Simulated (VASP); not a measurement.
# AgCl (Fm-3m) in VASP: further runs, part 2 of 2

VASP 6.6.1. Earlier steps stand in the parts before.

**4. Single point, PBE (strained and moved within the space group)**

Input file INCAR:

```
PREC     = Accurate       # precision mode
ENCUT    = 520            # plane-wave cutoff, eV
EDIFF    = 1E-6           # SCF threshold, eV
ISMEAR   = 0              # smearing method
SIGMA    = 0.02           # smearing width, eV
LREAL    = False          # projectors in reciprocal space
LASPH    = True           # aspherical terms in the spheres
NELM     = 100            # most SCF steps
ALGO     = Fast           # electronic algorithm
ISIF     = 2              # what is computed and relaxed
LWAVE    = False          # write WAVECAR
LCHARG   = True           # write CHGCAR
GGA      = PE             # functional
LELF     = True           # ELF
LVHAR    = True         
NBANDS   = 16             # bands
```

Input file KPOINTS:

```
Automatic mesh
0
Gamma
  8 8 8
```

Input file POSCAR:

```
AgCl
1.0
    0.0000000000      2.8345752725      2.8345752725
    2.8345752725      0.0000000000      2.8345752725
    2.8345752725      2.8345752725      0.0000000000
Ag Cl
1 1
Direct
    0.5000000000      0.5000000000      0.5000000000
    0.0000000000      0.0000000000      0.0000000000
```

Potentials or basis: VASP PAW PBE potentials, release 64 (Ag, Cl).

The run is started by

```console
cat potpaw_PBE.64/Ag/POTCAR potpaw_PBE.64/Cl/POTCAR > POTCAR
mpirun -np 1 vasp_std > vasp.out
```

OUTCAR:

```text
PREC = Accurate
   ENCUT = 520
   EDIFF = 1E-6
   ISMEAR = 0
   LREAL = False
   LASPH = True
   NELM = 100
   ISIF = 2
   GGA = PE

 ion  position               nearest neighbor table
   1  0.500  0.500  0.500-   2 2.83   2 2.83   2 2.83   2 2.83   2 2.83   2 2.83
   2  0.000  0.000  0.000-   1 2.83   1 2.83   1 2.83   1 2.83   1 2.83   1 2.83

  LATTYP: Found a face centered cubic cell.
 ALAT       =     5.6691505450

  Lattice vectors:

 A1 = (   0.0000000000,   2.8345752725,   2.8345752725)
 A2 = (   2.8345752725,   0.0000000000,   2.8345752725)
 A3 = (   2.8345752725,   2.8345752725,   0.0000000000)

Analysis of symmetry for initial positions (statically):
=====================================================================
 Subroutine PRICEL returns:
 Original cell was already a primitive cell.

 Routine SETGRP: Setting up the symmetry group for a
 face centered cubic supercell.

 Subroutine GETGRP returns: Found 48 space group operations
 (whereof 48 operations were pure point group operations)
 out of a pool of 48 trial point group operations.

The static configuration has the point symmetry O_h .

Analysis of symmetry for dynamics (positions and initial velocities):
=====================================================================
 Subroutine PRICEL returns:
 Original cell was already a primitive cell.

 Routine SETGRP: Setting up the symmetry group for a
 face centered cubic supercell.

 Subroutine GETGRP returns: Found 48 space group operations
 (whereof 48 operations were pure point group operations)
 out of a pool of 48 trial point group operations.

The dynamic configuration has the point symmetry O_h .

 Subroutine INISYM returns: Found 48 space group operations
 (whereof 48 operations are pure point group operations),
 and found     1 'primitive' translations

----------------------------------------------------------------------------------------

                                     Primitive cell
[... 113 lines left out ...]
  Fermi-wavevector in a.u.,A,eV,Ry     =   1.201345  2.270212 19.636327  1.443229
  Thomas-Fermi vector in A             =   2.337156
   LORBIT       =      0    0 simple, 1 ext, 2 COOP (PROOUT), +10 PAW based schemes
   GGA     = PE    functional components
   LHFCALC =     F    Hartree Fock is set to
   AEXX    =    0.0000 exact exchange contribution
   IVDW    =     0    specifies the selected vdW correction
   LEPSILON=     F    determine dielectric tensor
   LRPA    =     F    only Hartree local field effects (RPA)
 non-spin polarized calculation
 RMM-DIIS sequential band-by-band and
 Gauss-broadening in eV      SIGMA  =   0.02
  energy-cutoff  :      520.00
  volume of cell :       45.55
 maximum number of plane-waves:      1243
 NGX is ok and might be reduce to    30
   NGX = 15   NGY = 15   NGZ = 15

 number of electron      17.9999993 magnetization

 Free energy of the ion-electron system (eV)
  ---------------------------------------------------
  ext. energy  EPLUGINS =         0.00000000
  ---------------------------------------------------
  free energy    TOTEN  =        -5.39555214 eV

  energy without entropy =       -5.39555214  energy(sigma->0) =       -5.39555214

 E-fermi :   3.1342     XC(G=0):  -9.6237

 val. band max:        3.0125346009   @ k =   0.5000   0.0000   0.0000
 cond. band min:       3.9466503139   @ k =   0.0000   0.0000   0.0000
 fundamental gap:      0.9341157130
 Fermi energy:         3.1341596502

 k-point     1 :       0.0000    0.0000    0.0000
  band No.  band energies     occupation
      1     -11.7120      2.00000
      2       0.8186      2.00000
      3       0.8186      2.00000
      4       0.8186      2.00000
      5       0.8563      2.00000
      6       0.8563      2.00000
[... 433 lines left out ...]
      3      -0.6502      2.00000
      4      -0.6210      2.00000
      5       1.0721      2.00000
      6       1.1314      2.00000
[... 8 lines left out ...]
     15      16.3558      0.00000
     16      17.8029      0.00000

 [... further k-points ...]

------------------------ aborting loop because EDIFF is reached ----------------------------------------

  FORCE on cell =-STRESS in cart. coord.  units (eV):
  Direction    XX          YY          ZZ          XY          YZ          ZX
  --------------------------------------------------------------------------------------
  -------------------------------------------------------------------------------------
  Total       -0.3748500     -0.3748500     -0.3748500      0.0000000      0.0000000     -0.0000000
  in kB      -13.1848172    -13.1848172    -13.1848172      0.0000000      0.0000000     -0.0000000
  external PRESSURE =     -13.1848172 kB  Pullay stress =       0.0000000 kB

 VOLUME and BASIS-vectors are now :
 -----------------------------------------------------------------------------
  energy-cutoff  :      520.00
  volume of cell :       45.55
      direct lattice vectors                 reciprocal lattice vectors
     0.000000000  2.834575272  2.834575272    -0.176393270  0.176393270  0.176393270
     2.834575272  0.000000000  2.834575272     0.176393270 -0.176393270  0.176393270
     2.834575272  2.834575272  0.000000000     0.176393270  0.176393270 -0.176393270

 POSITION                                       TOTAL-FORCE (eV/Angst)
 -----------------------------------------------------------------------------------
      2.83458      2.83458      2.83458        -0.000000      0.000000     -0.000000
      0.00000      0.00000      0.00000         0.000000     -0.000000      0.000000
 -----------------------------------------------------------------------------------
    total drift:                                0.000000      0.000000      0.000000

  FREE ENERGIE OF THE ION-ELECTRON SYSTEM (eV)
  ---------------------------------------------------
  free  energy   TOTEN  =        -5.3955521386 eV

  energy  without entropy=       -5.3955521386  energy(sigma->0) =       -5.39555214
```

OSZICAR:

```text
N       E                     dE             d eps       ncg     rms          rms(c)
DAV:   1     0.919132404088E+02    0.91913E+02   -0.84830E+03   928   0.101E+03
DAV:   2    -0.265370807579E+01   -0.94567E+02   -0.86240E+02  1136   0.213E+02
DAV:   3    -0.557992482037E+01   -0.29262E+01   -0.29183E+01  1224   0.386E+01
DAV:   4    -0.559429607268E+01   -0.14371E-01   -0.14370E-01  1160   0.312E+00
DAV:   5    -0.559446322883E+01   -0.16716E-03   -0.16715E-03  1176   0.333E-01    0.514E+00
RMM:   6    -0.540349915947E+01    0.19096E+00   -0.28348E-01   945   0.292E+00    0.362E+00
RMM:   7    -0.539560572621E+01    0.78934E-02   -0.45640E-02   985   0.122E+00    0.164E+00
RMM:   8    -0.539529479377E+01    0.31093E-03   -0.38338E-03  1051   0.490E-01    0.392E-01
RMM:   9    -0.539548554421E+01   -0.19075E-03   -0.97722E-04  1064   0.272E-01    0.679E-02
RMM:  10    -0.539554406693E+01   -0.58523E-04   -0.23293E-04  1064   0.107E-01    0.383E-02
RMM:  11    -0.539555062900E+01   -0.65621E-05   -0.65470E-05  1038   0.665E-02    0.334E-03
RMM:  12    -0.539555186533E+01   -0.12363E-05   -0.10595E-05  1009   0.236E-02    0.387E-03
RMM:  13    -0.539555213855E+01   -0.27323E-06   -0.16072E-06   802   0.911E-03
   1 F= -.53955521E+01 E0= -.53955521E+01  d E =-.153222E-19
```

Wall time 24 s (1 thread of Intel Xeon Platinum 8375C at 2.90GHz (Ice Lake), shared host); peak memory 0.16 GiB.

Results:

```yaml
Free_energy: -5.3956 eV
Pressure: -1.3 GPa
Band_gap_on_the_k_mesh: 0.93 eV, indirect (least direct gap 2.99 eV)
```

Levels at points of the mesh, in eV from the valence-band top:
```
           k point  band 6  band 7  band 8  band 9  band 10  band 11  band 12  band 13
(0.00, 0.00, 0.00)   -2.16   -2.06   -2.06   -2.06     0.93    10.88    10.88    10.88
(0.50, 0.00, 0.00)   -1.88   -1.60    0.00    0.00     4.41     6.19     7.78     7.78
(0.50, 0.50, 0.00)   -2.00   -1.78   -1.78   -1.74     2.48     8.12     8.43    11.18
```

A k mesh can miss the band edges.
